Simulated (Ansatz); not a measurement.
Cu Kα1 powder pattern (kinematic, no thermal factors).
| 2θ (°) | relative intensity |
| --- | --- |
| 20.17 | 16 |
| 26.52 | 16 |
| 28.67 | 5 |
| 39.46 | 100 |
| 41.00 | 3 |
| 45.45 | 16 |
| 46.10 | 32 |
| 49.50 | 4 |
| 50.19 | 3 |
| 54.62 | 2 |
| 58.21 | 3 |
| 62.85 | 2 |
| 66.16 | 2 |
| 66.73 | 20 |
| 67.24 | 10 |
| 79.91 | 11 |
| 80.85 | 22 |
| 84.93 | 10 |

The pattern is computed from a structure relaxed with Ansatz 0.2.0, DFT PBE, scalar-relativistic, plane waves, PAW. No spin polarisation. Its elements are Al, Cu.

Q: Give the structure.

A: Al$_{4}$Cu.
Space group I4/m (No. 87). a = 6.222 Å, b = 6.222 Å, c = 3.988 Å, α = 90.00°, β = 90.00°, γ = 90.00°
| atom | site | symmetry | x | y | z |
| --- | --- | --- | --- | --- | --- |
| Al | 8h | m.. | 0.7983 | 0.6059 | 0.5000 |
| Cu | 2b | 4/m.. | 0.0000 | 0.0000 | 0.5000 |

A pattern alone doesn't exclude other cells with like lines; this is the one computed.

Another cell of Al4Cu relaxed alike, in I4/mmm, lies 36 meV/atom lower, so this cell isn't the stable form at this level.

The structure comes from a generated guess; another structure or a mixture of phases may lie lower.
